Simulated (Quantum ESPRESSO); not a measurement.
Ti2O, 3 atoms in the cell. Symmetry: P-3m1, No. 164, trigonal system. The conventional cell has a = 2.919 Å, b = 2.919 Å, c = 4.713 Å, α = 90.00°, β = 90.00°, γ = 120.00°. Around Ti (site symmetry 3m) lie 3 O at 2.14 Å. Around O (site symmetry -3m) lie 6 Ti at 2.14 Å. 

| Quantity | Value |
| --- | --- |
| Program | Quantum ESPRESSO 7.5 |
| Task | Wannier functions |
| Functional | LDA |
| Potentials or basis | GBRV 1.5 LDA |
| Cutoff | 612 eV |
| Density cutoff | 4898 eV |
| k mesh | 8 × 8 × 5 |
| Occupations | fermi-dirac, width 0.05 eV |
| Spin | no spin polarisation |
| Iterations | 0 |
| Form of the LDA correlation | PZ81 |
| Mixing beta | 0.5 |
| Most SCF iterations | 120 |
| SCF threshold | 6e-10 Ry |
| k mesh for the Wannier functions | 6 × 6 × 4 |
| Projections | Ti spd, O sp |

Potentials or basis: GBRV 1.5 LDA.

Run with:

```bash
$ OMP_NUM_THREADS=1 pw.x -in pw.in > pw.out
$ OMP_NUM_THREADS=1 pw.x -in nscf.in > nscf.out
$ wannier90.x -pp w
$ OMP_NUM_THREADS=1 pw2wannier90.x -in pw2wan.in > pw2wan.out
$ wannier90.x w
$ OMP_NUM_THREADS=1 pw.x -in bands.in > bands.out
```

Hardware: 1 thread of Arm Neoverse V2, on a shared host.

Question: Estimate the wall time of this run.

Answer: Run time: 3.8 min on 1 thread of Arm Neoverse V2 (shared host), peak memory 0.14 GiB. Counts: scf iterations 11, k pools 1, bands 22, k points 40, g dense 27149.
